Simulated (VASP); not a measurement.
Here is a VASP 6.6.1 calculation.

File INCAR:

```
PREC = Accurate
ENCUT = 520
EDIFF = 1E-7
ISMEAR = -1
SIGMA = 0.02
LREAL = F
LASPH = T
NELM = 100
ALGO = Normal
ISIF = 2
LWAVE = F
LCHARG = F
GGA = PE
NBANDS = 12
```

The input KPOINTS:

```
regular mesh
0
Gamma
  8 8 8
```

Contents of POSCAR:

```
LiCl
1.0
    3.2810462828      0.0000000000      0.0000000000
    0.0000000000      3.2810462828      0.0000000000
    0.0000000000      0.0000000000      3.2810462828
Li Cl
1 1
Direct
    0.0000000000      0.0000000000      0.0000000000
    0.5000000000      0.5000000000      0.5000000000
```

Potentials or basis: VASP PAW PBE potentials, release 64 (Li_sv, Cl).

Run with:

```sh
$ cat potpaw_PBE.64/Li_sv/POTCAR potpaw_PBE.64/Cl/POTCAR > POTCAR
$ mpirun -np 1 vasp_std > vasp.out
```

Predict the band gap on the k mesh.

4.40 eV, indirect (least direct gap 5.20 eV).

 A k mesh can miss the band edges.
